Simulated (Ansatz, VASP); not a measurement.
# Au: VASP beside Ansatz

```
CELL_PARAMETERS angstrom
-1.68977 1.68977 1.68977
1.68977 -1.68977 1.68977
1.68977 1.68977 -1.68977
ATOMIC_POSITIONS crystal
Au 0.00000 0.00000 0.00000
```

This isn't the form of Au at room conditions, which is fcc.

Alike in both runs: task single point; functional PBE; k mesh 14 × 14 × 14; occupations gaussian, width 0.05 eV; no spin polarisation.

|  | VASP | Ansatz |
| --- | --- | --- |
| version | VASP 6.6.1 | Ansatz 0.2.0 |
| potentials or method | VASP PAW PBE potentials, release 64 (Au) | scalar-relativistic, plane waves, PAW |
| plane-wave cutoff (eV) | 520 | 420 |
| valence electrons in the cell | 11 | 19 |

```csv
,VASP,Ansatz,Ansatz less VASP
gap on the k mesh at the Fermi level (eV),none,none,-
pressure (GPa),-8.1,-8.0,+0.10
```

A gap of «none» marks a metal or a gap that the smearing closes. The functional is the same, so the differences come from potentials, cutoffs and numerics. The two sets of potentials don't hold the same shells in valence.

The runs have no spin-orbit coupling, so splittings on Au are missing.
